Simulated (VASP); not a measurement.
**Rb: single point with PBE+D3**

The system is Rb, in a box.

```
Rb
1.0
    10.50000    0.00000    0.00000
     0.00000   11.00000    0.00000
     0.00000    0.00000   11.50000
Rb
1
Direct
  0.50000 0.50455 0.50000
```

* Program: VASP 6.6.1
* Task: single point
* Functional: PBE
* Dispersion: D3
* Potentials or basis: VASP PAW PBE potentials, release 64 (Rb_sv)
* Cutoff: 400 eV
* k mesh: 1 × 1 × 1
* Occupations: gaussian, width 0.01 eV
* Spin: collinear spin, ferromagnetic start
* Starting moments: [0.5] μB
* Fixed moment: 1 μB

```json
{
 "Net moment": "1.00 μB per cell",
 "Site moments": "Rb +0.04 μB",
 "Valence electrons inside the program's atomic spheres": "Rb 7.29",
 "Dispersion energy per atom": "-0.012 eV"
}
```

Run time: 82 s on 4 MPI ranks on Intel(R) Xeon(R) Platinum 8488C (Sapphire Rapids) (shared host), peak memory 0.38 GiB a rank.

Caveat: the total moment is fixed, so each spin has its own Fermi level.
